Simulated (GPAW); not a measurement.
Runs of GPAW 26.7.0 on Sb. It takes space group R-3m (No. 166, trigonal). The conventional cell has a = 4.308 Å, b = 4.308 Å, c = 11.274 Å, α = 90.00°, β = 90.00°, γ = 120.00°. Sb (site symmetry 3m) has 3 Sb at 2.91 Å as nearest neighbours. 

| task | level | potentials or basis | spin | k mesh | band path | band points | spin axis theta (degrees) | spin axis phi (degrees) | soc after scf | pressure (GPa) | largest force (eV/Å) |
| --- | --- | --- | --- | --- | --- | --- | --- | --- | --- | --- | --- |
| band structure | PBEsol | PAW data sets generated in the run's folder for this functional, pw | SOC, no magnetisation | 6 × 6 × 6 | GLB1,BZGX,QFP1Z,LP | 60 | 54.7 | 45 | second variation | (a) | - |
| band structure | BLYP | PAW data sets generated in the run's folder for this functional, pw | off | 8 × 8 × 8 | GLB1,BZGX,QFP1Z,LP | 80 | - | - | - | 6.5 | (b) |
| band structure | revPBE | the program's PAW data sets (release 1.2.1) made for this functional, pw | off | 8 × 8 × 8 | GLB1,BZGX,QFP1Z,LP | 100 | - | - | - | 3.4 | 0.17 |
| band structure | RPBE | the program's PAW data sets (release 1.2.1) made for this functional, pw | off | 8 × 8 × 8 | GLB1,BZGX,QFP1Z,LP | 100 | - | - | - | 3.8 | 0.18 |

Alike in all rows: cell as given; cutoff (eV) 600; smearing fermi-dirac 0.05 eV.

Problem. Estimate the missing entries.

Solution. (a) -0.2; (b) 0.11.

Caveats: spin-orbit coupling was added after a scalar SCF, so levels and gaps hold it while energy, forces, pressure and moments don't (some runs).

Runs at the PBE level aren't shown here.
